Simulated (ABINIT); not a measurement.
Here is an ABINIT 10.8.3 (patched build) calculation.

The input run.abi:

```
# Pseudopotentials
pp_dirpath "./"
pseudos "Ga.upf, P.upf"

# Structure
acell 3*1.0 Angstrom
rprim
     0.0000000000     2.7252500000     2.7252500000
     2.7252500000     0.0000000000     2.7252500000
     2.7252500000     2.7252500000     0.0000000000
ntypat 2
znucl 31 15
natom 2
typat 1 2
xred
     0.0000000000     0.0000000000     0.0000000000
     0.7500000000     0.7500000000     0.7500000000

# Plane-wave basis
ecut 36.0

# k points
kptopt 1
ngkpt 6 6 6
nshiftk 1
shiftk 0.0 0.0 0.0

# Exchange and correlation
ixc 7

# Bands and occupations
nband 13
occopt 3
tsmear 0.00183747

# SCF cycle
nstep 100
tolvrs 1.0e-10

# Output
iomode 3
prtwf 0
prtden 0
prteig 0
prtebands 0
enunit 1
prtvol 2
```

Potentials or basis: PseudoDojo NC SR LDA v0.4.1 standard.

The run is started by

```sh
$ abinit run.abi > log 2>&1
```

Task: What does it give for the band gap on the k mesh?

Result: 1.50 eV, indirect (least direct gap 1.60 eV).

**Measured values to compare with.**

From “Stacking defects in GaP nanowires: Electronic structure and optical properties”, 2018, arxiv:1810.01194, for a bulk crystal of GaP at 10 K: band gap 2.34 eV (indirect).

Measured gap of GaP: 2.34 eV (indirect; 10 K; quoted in “Stacking defects in GaP nanowires: Electronic structure and optical properties”, 2018, arxiv:1810.01194). This calculation gives 1.50 eV (-0.84 eV). Spin-orbit coupling on Ga is left out. The value is that of LDA on a finite k mesh, which can miss the band edges, without temperature or zero-point motion. Semilocal functionals fall short of measured gaps as a rule.
